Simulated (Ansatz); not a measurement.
Runs of Ansatz 0.2.0 on SnSe. The structure is cubic, space group Fm-3m (No. 225). Conventional cell: a = 6.020 Å, b = 6.020 Å, c = 6.020 Å, α = 90.00°, β = 90.00°, γ = 90.00°. Around Sn (site symmetry m-3m) lie 6 Se at 3.01 Å. Se (site symmetry m-3m) is surrounded by 6 Sn at 3.01 Å. Measurements of this composition are mostly on another form, of space group No. 62.

```tsv
task	level	potentials or basis	cell	k mesh	cutoff (eV)	smearing	basis error allowed	mesh quality	gap on the mesh (eV)	pressure (GPa)	relaxed volume (Å³/atom)
band structure	LDA	all-electron LAPW, scalar-relativistic	as given	8 × 8 × 8	190	fermi-dirac 0.05 eV	0.001 eV/atom	not flagged	-	-3.4	-
single point	PBEsol	all-electron PAW datasets made for the crystal	as given	6 × 6 × 6	240	fermi-dirac 0.05 eV	-	not flagged	0.64	-2.3	-
single point	PBEsol	all-electron LAPW, scalar-relativistic	the cell as VASP's run set it	8 × 8 × 8	190	gaussian 0.1 eV	0.001 eV/atom	not flagged	0.65	-1.9	-
relaxation of cell and atoms	LDA	all-electron LAPW, scalar-relativistic	relaxed	8 × 8 × 8	-	fermi-dirac 0.05 eV	0.001 eV/atom	not flagged	0.78	0.0	(b)
single point	PBE0	all-electron PAW datasets made for the crystal	as given	6 × 6 × 6	270	fermi-dirac 0.05 eV	-	not flagged	0.63	-	-
relaxation of cell and atoms	PBEsol+D4	all-electron LAPW, scalar-relativistic	relaxed	8 × 8 × 8	-	fermi-dirac 0.05 eV	0.001 eV/atom	not flagged	0.76	0.0	(c)
single point	HSE06	all-electron PAW datasets made for the crystal	as given	6 × 6 × 6	270	fermi-dirac 0.05 eV	-	not flagged	(a)	-	-
single point	PBE0	all-electron PAW datasets made for the crystal	as given	4 × 4 × 4	270	fermi-dirac 0.05 eV	-	coarse	0.92	-	-
```

Alike in all rows: no spin polarisation.

Problem. Estimate the missing entries.

Solution. (a) 0.40; (b) 25.59; (c) 25.65.

Caveats: some runs use coarse meshes; spin-orbit coupling is left out, which moves the levels of the heavy elements (some runs); the program warned that the printed levels may be off, so bands, gaps and densities of states are rough (some runs).

A k mesh can miss the band edges, and the runs leave out spin-orbit coupling on Se, Sn.

Not every run made on this cell is shown here.
